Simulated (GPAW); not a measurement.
## Pt: band structure with PBEsol

Crystal: Pt.

```xyz
1
Lattice="-1.5842 1.5842 1.5842 1.5842 -1.5842 1.5842 1.5842 1.5842 -1.5842" Properties=species:S:1:pos:R:3 pbc="T T T"
Pt    0.0000    0.0000    0.0000
```

This isn't the form of Pt at room conditions, which is fcc.

```
Program                   : GPAW 26.7.0
Task                      : band structure
Functional                : PBEsol
Potentials or basis       : PAW data sets generated in the run's folder for this functional
Cutoff                    : 600 eV
Basis                     : pw
k mesh                    : 12 × 12 × 12
Occupations               : fermi-dirac, width 0.05 eV
Spin                      : spin-orbit coupling, no magnetisation
Maxiter                   : 150
Band path                 : GHNGPH,PN
Band points               : 80
spin axis theta (degrees) : 90
spin axis phi (degrees)   : 45
Soc after scf             : second variation
```

```json
{
  "Pressure": "-11.5 GPa",
  "Band gap along the path": "none (metal or under the smearing width)"
}
```

Levels at the corners of the path, in eV from the Fermi level:
```
point  band 12  band 13  band 14  band 15  band 16  band 17  band 18  band 19  band 20
    Γ    -3.96    -2.95    -2.95    -0.88    -0.88    -0.88    -0.88    17.44    17.44
    H     0.09     0.09     0.09     1.19     1.19     5.85     5.85     8.76     8.76
    N    -1.31    -0.72    -0.72     0.29     0.29     1.10     1.10     6.29     6.29
    Γ    -3.96    -2.95    -2.95    -0.88    -0.88    -0.88    -0.88    17.44    17.44
    P    -4.28    -0.58    -0.58    -0.58    -0.58     4.80     4.80     8.71     8.71
    H     0.09     0.09     0.09     1.19     1.19     5.85     5.85     8.76     8.76
    P    -4.28    -0.58    -0.58    -0.58    -0.58     4.80     4.80     8.71     8.71
    N    -1.31    -0.72    -0.72     0.29     0.29     1.10     1.10     6.29     6.29
```

It took 25 s on 1 thread of Arm Neoverse V1 (shared host), peak memory 0.25 GiB.

Caveat: spin-orbit coupling was added after a scalar SCF, so levels and gaps hold it while energy, forces, pressure and moments don't; this program's spin-orbit splittings come out too wide for heavy elements.
